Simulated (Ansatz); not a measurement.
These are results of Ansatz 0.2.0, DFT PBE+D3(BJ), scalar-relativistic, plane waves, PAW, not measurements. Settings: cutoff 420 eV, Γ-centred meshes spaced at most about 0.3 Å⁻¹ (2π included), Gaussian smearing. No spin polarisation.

All energies are static (0 K, no zero-point motion).

Task: Which of these relaxed structures of SnSe is the lowest in energy?
A.

Space group Fm-3m (No. 225). a = 5.973 Å, b = 5.973 Å, c = 5.973 Å, α = 90.00°, β = 90.00°, γ = 90.00°
| atom | site | symmetry | x | y | z |
| --- | --- | --- | --- | --- | --- |
| Sn | 4a | m-3m | 0.0000 | 0.0000 | 0.0000 |
| Se | 4b | m-3m | 0.5000 | 0.0000 | 0.0000 |

B.

Space group P-6m2 (No. 187). a = 3.921 Å, b = 3.921 Å, c = 11.032 Å, α = 90.00°, β = 90.00°, γ = 120.00°
```
atom  site  symmetry       x       y       z
  Sn    2g       3m. 0.0000  0.0000  0.1904
  Se    2h       3m. 0.3333  0.6667  0.3317
```

Result: A. The other, B, lies 194 meV/atom higher. Forms: A rock salt type, Fm-3m; B P-6m2. Counting Se atoms around Sn (those within 1.25 times the shortest such distance or 1.15 times the sum of covalent radii, 1.27 where that leaves under three): A has Sn 6; B has Sn 3. Origin: A, reached from a cell as deposited in COD, among other starts; B, invented. The lowest form computed isn't among them: it has space group Pnma (No. 62), 26.2 Å³/atom, is reached from a cell as deposited in COD and lies 3 meV/atom below the best shown.

Cells relaxed within their symmetry can be saddle points. Some structure types and database cells were kept out of the candidates from the start, so a known form may be missing.
